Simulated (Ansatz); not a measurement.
From the elastic tensor of Ru at 35 GPa (stress–strain coefficients) to moduli and sound speeds

These are results of DFT PBE, scalar-relativistic, plane waves, PAW (Ansatz), not measurements. Plane waves to 420 eV; Γ-centred k mesh 18×18×10; Fermi-Dirac smearing of 0.15 eV. No spin polarisation.

Symmetry: P6_3/mmc, No. 194, hexagonal system. Conventional cell: a = 2.638 Å, b = 2.638 Å, c = 4.179 Å, α = 90.00°, β = 90.00°, γ = 120.00°. Ru (site symmetry -6m2) has 12 Ru at 2.59 to 2.64 Å as nearest neighbours.

In a metal, frequencies and elastic constants depend on the k mesh and the smearing, soft modes and shear constants most. Other phases may be more stable at this pressure.

Relaxed-ion constants (GPa, on the Cartesian axes of the calculation):
C11 = 809.0, C12 = 300.2, C13 = 275.7, C22 = 809.0, C23 = 275.7, C33 = 900.9, C44 = 241.5, C55 = 241.5, C66 = 254.4 GPa; the others vanish.

Density 13.331 g/cm³; 2 atoms in 25.18 Å³.

The values that follow are for a polycrystal of randomly turned grains, by Hill's mean where one number stands.

With S = C⁻¹: B_V = (C11+C22+C33+2(C12+C13+C23))/9, G_V = (C11+C22+C33−C12−C13−C23+3(C44+C55+C66))/15, 1/B_R = S11+S22+S33+2(S12+S13+S23), 15/G_R = 4(S11+S22+S33−S12−S13−S23)+3(S44+S55+S66); Hill is their mean. Then v_l = √((B+4G/3)/ρ), v_t = √(G/ρ), v_m = [(2/v_t³+1/v_l³)/3]^(−1/3) and Θ = (ħ/k_B)·v_m·(6π²n/V)^(1/3) for n atoms in the volume V; E = 9BG/(3B+G), ν = (3B−2G)/(2(3B+G)) and A^U = 5G_V/G_R + B_V/B_R − 6.

```json
{"Bulk modulus, Voigt / Reuss / Hill": "469.1 / 468.6 / 468.8 GPa", "Shear modulus, Voigt / Reuss / Hill": "258.7 / 256.9 / 257.8 GPa", "Young's modulus": "654 GPa", "Poisson ratio": "0.268", "Pugh ratio B/G": "1.82", "Universal anisotropy index": "0.04", "Longitudinal and transverse sound speeds": "7807 and 4397 m/s", "Debye temperature from the mean sound speed": "626 K"}
```

Cost: 1 run of about 2.8 core-minutes, on AMD EPYC 9R45 (Zen 5) (shared hosts).

Compressed hcp Ru is very stiff and nearly isotropic. C33 exceeds C11, and the tensor makes the c axis slightly less compressible than the basal plane, so c/a should rise slowly on further compression. This fits the shorter contacts between layers, at 2.59 Å against 2.64 Å within them. Shear follows the opposite order, since C44 lies below C66: layers slide over one another somewhat more easily than they distort in plane. Both differences are modest, hence the anisotropy index of only 0.04.

The high stiffness probably stems from the 4d band, whose filling in a group 8 metal occupies mainly bonding states and leaves most antibonding ones empty. The partly directional d bonding resists shear as well as compression, which keeps the Poisson ratio moderate for a metal. The tensor is positive definite, which supports stability against small homogeneous strains at this pressure. The Pugh ratio of 1.82 doesn't establish ductility, which in an hcp metal depends on the available slip systems and on twinning.
